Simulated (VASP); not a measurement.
A run of VASP 6.6.1 is set up as follows.

The input INCAR:

```
SYSTEM = CaF2
  PREC = Accurate
  ENCUT = 600
  EDIFF = 1E-7
  ISMEAR = 0
  SIGMA = 0.03
  LREAL = .False.
  LASPH = .True.
  NELM = 80
  ALGO = Normal
  ISIF = 2
  LWAVE = .False.
  LCHARG = .False.
  GGA = PE
  IBRION = 2
  NSW = 40
  EDIFFG = -0.01
```

File KPOINTS:

```
Automatic mesh
0
Gamma
  8 8 8
  0 0 0
```

The input POSCAR:

```
CaF2                                    
1.0
    0.0000000000      2.7749129492      2.7749129492
    2.7749129492     -0.0000000000      2.7749129492
    2.7749129492      2.7749129492      0.0000000000
  Ca              F             
     1     2
Direct
     1.0000000000000000    1.0000000000000000    1.0000000000000000
     0.2500000000000000    0.2500000000000000    0.2500000000000000
     0.7500000000000000    0.7500000000000000    0.7500000000000000
```

Potentials or basis: VASP PAW PBE potentials, release 64 (Ca_sv, F).

Command:

```sh
$ cat potpaw_PBE.64/Ca_sv/POTCAR potpaw_PBE.64/F/POTCAR > POTCAR
$ mpirun -np 1 vasp_std > vasp.out
```

Estimate the band gap on the k mesh.

7.00 eV, indirect (least direct gap 7.25 eV).

Final structure:
```yaml
crystal:
  lattice:
    - [0.00000, 2.77491, 2.77491]
    - [2.77491, 0.00000, 2.77491]
    - [2.77491, 2.77491, 0.00000]
  atoms:
    - { symbol: Ca, position: [0.00000, 0.00000, 0.00000] }
    - { symbol: F, position: [0.25000, 0.25000, 0.25000] }
    - { symbol: F, position: [0.75000, 0.75000, 0.75000] }
```

Caveat: the relaxation stopped at its first step, so nothing moved. A k mesh can miss the band edges.
